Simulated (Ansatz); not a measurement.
Structure types of C compared at 2 GPa

Structure types of C are relaxed in primitive cells with their symmetry kept at 2 GPa, first on PAW files, then by LAPW. The enthalpy is E + pV at zero temperature, without zero-point motion. Only the types listed were tried, and differences under about 5 meV/atom are mesh noise. The real phase may be another.

Level of theory: DFT with PBE, scalar-relativistic, in Ansatz 0.2.0; Fermi–Dirac smearing of 0.08 eV, no spin polarisation. LAPW: all electrons, basis error target 0.5 meV/atom; PAW: frozen-core files, cutoff 420 eV.

k meshes: fcc 22×22×22, bcc 23×23×23, simple hexagonal 22×22×20, beta tin 22×22×22, sc 20×20×20.

Question: Which type is lowest in enthalpy, and by how much?

Answer: diamond, 2637 meV/atom below sc. The whole table:

| start type | ends as | a, b, c (Å) | V (Å³/atom) | H − H(lowest), LAPW (meV/atom) | same, PAW |
| --- | --- | --- | --- | --- | --- |
| fcc | fcc, Fm-3m | 3.067, 3.067, 3.067 | 7.21 | 4463.4 | 4461.2 |
| bcc | bcc, Im-3m | 2.367, 2.367, 2.367 | 6.63 | 4242.5 | 4239.6 |
| simple hexagonal | simple hexagonal, P6/mmm | 2.026, 2.026, 1.573 | 5.59 | 2807.4 | 2805.6 |
| beta tin | diamond, Fd-3m | 3.566, 3.566, 3.566 | 5.67 | 0.0 | 0.0 |
| sc | sc, Pm-3m | 1.772, 1.772, 1.772 | 5.57 | 2636.8 | 2635.1 |
